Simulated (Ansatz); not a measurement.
**Ti under changes of volume**

One of the cells (16.731 Å³/atom); the others are scaled copies at fixed shape and fractional positions:

```
CELL_PARAMETERS angstrom
0.00000 2.03000 2.03000
2.03000 0.00000 2.03000
2.03000 2.03000 0.00000
ATOMIC_POSITIONS crystal
Ti 0.00000 0.00000 0.00000
```

This isn't the form of Ti at room conditions, which is hcp.

* Program: Ansatz 0.2.0
* Functional: LDA
* Potentials or basis: Ansatz PAW
* Cutoff: 420 eV (not typed: the program's choice for these potentials)
* k mesh: 11 × 11 × 11
* Occupations: fermi-dirac, width 0.05 eV
* Spin: no spin polarisation

```csv
volume (Å³/atom),energy over the lowest point (meV/atom),pressure (GPa)
15.727,1.34,2.1
16.062,0.00,-0.5
16.396,?,?
16.731,12.88,-5.1
17.065,26.11,-7.1
17.400,43.29,-8.9
17.735,64.06,-10.6
```

Question: What does the run at 16.396 Å³/atom give?

Answer: Energy over the lowest point 4.02 meV/atom; pressure -2.9 GPa.

Worked out: A Birch-Murnaghan fit of order 3 (a polynomial in V^(-2/3)) to the other rows has its minimum at 15.97 Å³/atom with B0 = V·E''(V) = 126 GPa and B' = 3.9. It gives 4.01 meV/atom at 16.396 Å³/atom, against the run's 4.02, and -dE/dV = -3.1 GPa, against -2.9.

Energies are extrapolated to zero smearing.

Caveats: the PAW data sets come from PBE, with cores solved anew for the run's functional, which leaves a small shift of forces and pressure.
